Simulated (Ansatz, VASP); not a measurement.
## GaN: VASP beside Ansatz

The input POSCAR:

```
GaN
1.0
    0.0000000000      2.2489418147      2.2489418147
    2.2489418147      0.0000000000      2.2489418147
    2.2489418147      2.2489418147      0.0000000000
Ga N
1 1
Direct
    0.0000000000      0.0000000000      0.0000000000
    0.2500000000      0.2500000000      0.2500000000
```

File INCAR.step1:

```
SYSTEM = GaN
ALGO = Normal
EDIFF = 1E-4
ENCUT = 520
GGA = PE
ISMEAR = 0
LASPH = .TRUE.
LCHARG = .FALSE.
LREAL = .FALSE.
LWAVE = .TRUE.
NBANDS = 16
NELM = 100
PREC = Accurate
SIGMA = 0.01
```

Contents of INCAR.step2:

```
SYSTEM = GaN
ALGO = Normal
EDIFF = 1E-6
ENCUT = 520
ISIF = 2
ISMEAR = 0
ISTART = 1
LASPH = .TRUE.
LCHARG = .FALSE.
LMIXTAU = .TRUE.
LREAL = .FALSE.
LWAVE = .FALSE.
METAGGA = R2SCAN
NBANDS = 16
NELM = 100
PREC = Accurate
SIGMA = 0.01
```

KPOINTS

```
k-points
0
G
  10 10 10
  0 0 0
```

Input for Ansatz:

```yaml
crystal:
  lattice:
    - [0.0, 2.24894181469, 2.24894181469]
    - [2.24894181469, 0.0, 2.24894181469]
    - [2.24894181469, 2.24894181469, 0.0]
  atoms:
    - { symbol: Ga, position: [0.0, 0.0, 0.0] }
    - { symbol: "N", position: [0.25, 0.25, 0.25] }
kpoints:
  mp_grid: { grid: [10, 10, 10] }
scf:
  occupations: { method: fixed }
hamiltonian:
  xc: r2scan
  pseudopotentials: { kind: paw }
output:
  forces: true
  stress: true
  eigenvalues: true
  eigenstates:
    nscf_kmesh: { grid: [16, 16, 16] }
    de_dk: true
    e_range: [-9, 12.16833030474]
  optics:
    e_range: [0, 20]
    de: 0.2
    sigma: 0.1
    bands: { spectra_wanted_up_to: 20 }
    nscf_kmesh: { grid: [16, 16, 16] }
checkpoint:
  write: ck
  write_wavefunctions: false
```

Alike in both runs: task single point; functional r2SCAN; k mesh 10 × 10 × 10; no spin polarisation.

```csv
,VASP,Ansatz
version,VASP 6.6.1,Ansatz 0.2.0
potentials or method,"VASP PAW PBE potentials, release 64 (Ga_d, N)","PAW with Ansatz's default frozen-core files, scalar-relativistic"
plane-wave cutoff (eV),520,500
occupations,"gaussian, width 0.01 eV",fixed
valence electrons in the cell,18,18
```

Ansatz gave:

| Quantity | Value |
| --- | --- |
| gap on the k mesh at the Fermi level (eV) | 2.17 |
| pressure (GPa) | 0.0 |

Problem. What did VASP give for the same quantities?

Solution. gap on the k mesh at the Fermi level (eV): 2.16; pressure (GPa): 1.1.

Caveats: the PAW data sets were made with another functional, which shifts forces and pressure a little (VASP). r2SCAN opens gaps a little over a GGA but as a rule still falls short of measured ones.
